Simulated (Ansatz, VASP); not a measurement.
One calculation of MgO (base), two programs

```
Mg O
1.0
     0.00000    2.07351    2.07351
     2.07351    0.00000    2.07351
     2.07351    2.07351    0.00000
Mg O
1 1
Direct
  0.00000 0.00000 0.00000
  0.50000 0.50000 0.50000
```

Alike in both runs: functional PBE; k mesh 10 × 10 × 10; occupations gaussian, width 0.02 eV; no spin polarisation.

Ansatz relaxed the structure, and its values are those at the end. VASP's run is a single point on that final structure, the one shown.

|  | VASP | Ansatz |
| --- | --- | --- |
| version | VASP 6.6.1 | Ansatz 0.2.0 |
| potentials or method | VASP PAW PBE potentials, release 64 (Mg, O) | scalar-relativistic, plane waves, PAW |
| plane-wave cutoff (eV) | 520 | 420 |
| valence electrons in the cell | 8 | 16 |

|  | VASP | Ansatz | Ansatz less VASP |
| --- | --- | --- | --- |
| gap on the k mesh at the Fermi level (eV) | 5.19 | 5.21 | +0.015 |
| least direct gap on the mesh (eV) | 5.19 | 5.21 | +0.015 |
| pressure (GPa) | 12.6 | 13.3 | +0.69 |

The functional is the same, so the differences come from potentials, cutoffs and numerics. The two sets of potentials don't hold the same shells in valence.

As with any semilocal functional, this PBE gap is likely too small.
